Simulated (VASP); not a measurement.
**NbC (Niobocarbide): relaxation of cell and atoms with PBEsol**

Crystal: NbC (Niobocarbide).

```
CELL_PARAMETERS angstrom
0.00000 2.23455 2.23455
2.23455 0.00000 2.23455
2.23455 2.23455 0.00000
ATOMIC_POSITIONS crystal
Nb 0.00000 0.00000 0.00000
C 0.50000 0.50000 0.50000
```

```json
{
  "Program": "VASP 6.6.1",
  "Task": "relaxation of cell and atoms",
  "Functional": "PBEsol",
  "Potentials or basis": "VASP PAW PBE potentials, release 64 (Nb_sv, C)",
  "Cutoff": "600 eV",
  "k mesh": "14 × 14 × 14",
  "Occupations": "methfessel-paxton, width 0.1 eV",
  "Spin": "no spin polarisation",
  "Further INCAR settings": "ALGO = Normal; EDIFF = 1e-06; IBRION = 2; EDIFFG = -0.01; NSW = 90; ISIF = 3"
}
```

```yaml
Relaxed_volume: 11.00 Å³/atom
Relaxed_cell: a = 3.145 Å, b = 3.145 Å, c = 3.145 Å, α = 60.00°, β = 60.00°, γ = 60.00°
Space_group_after_relaxing_to_0.05_Å: Fm-3m (No. 225)
Energy_gained_by_relaxing: 2.3 meV/atom
Ionic_steps: 3
Pressure_after_relaxing: -0.1 GPa
Band_gap_on_the_k_mesh: none (metal or under the smearing width)
```

Step by step:
```csv
step,energy change (eV),largest force (eV/Å),pressure (GPa),volume (Å³)
1,0.0000,0.0000,-4.55,22.32
2,0.0180,0.0000,10.80,21.31
3,-0.0046,0.0000,-0.07,22.00
```

Final structure:
```cif
data_structure
_symmetry_space_group_name_H-M 'P 1'
_symmetry_Int_Tables_number 1
_cell_length_a 3.1451
_cell_length_b 3.1451
_cell_length_c 3.1451
_cell_angle_alpha 60.000
_cell_angle_beta 60.000
_cell_angle_gamma 60.000
_cell_volume 22.00
loop_
_atom_site_label
_atom_site_type_symbol
_atom_site_fract_x
_atom_site_fract_y
_atom_site_fract_z
_atom_site_occupancy
Nb1 Nb 0.00000 0.00000 0.00000 1
C1 C 0.50000 0.50000 0.50000 1
```

Levels at points of the mesh, in eV from the Fermi level:
| k point | band 7 | band 8 | band 9 | band 10 | band 11 | band 12 |
| --- | --- | --- | --- | --- | --- | --- |
| (0.00, 0.00, 0.00) | -1.43 | -1.43 | -0.30 | -0.30 | -0.30 | 0.29 |
| (0.50, 0.00, 0.00) | -5.28 | -5.28 | 2.13 | 2.13 | 3.58 | 5.69 |
| (0.50, 0.50, 0.00) | -3.94 | -1.38 | -1.38 | 1.97 | 3.26 | 3.26 |

Run time: 48 s on 1 thread of Intel(R) Xeon(R) 6975P-C (Granite Rapids) (shared host), peak memory 0.19 GiB.

Caveat: the PAW data sets were made with another functional, which shifts forces and pressure a little.
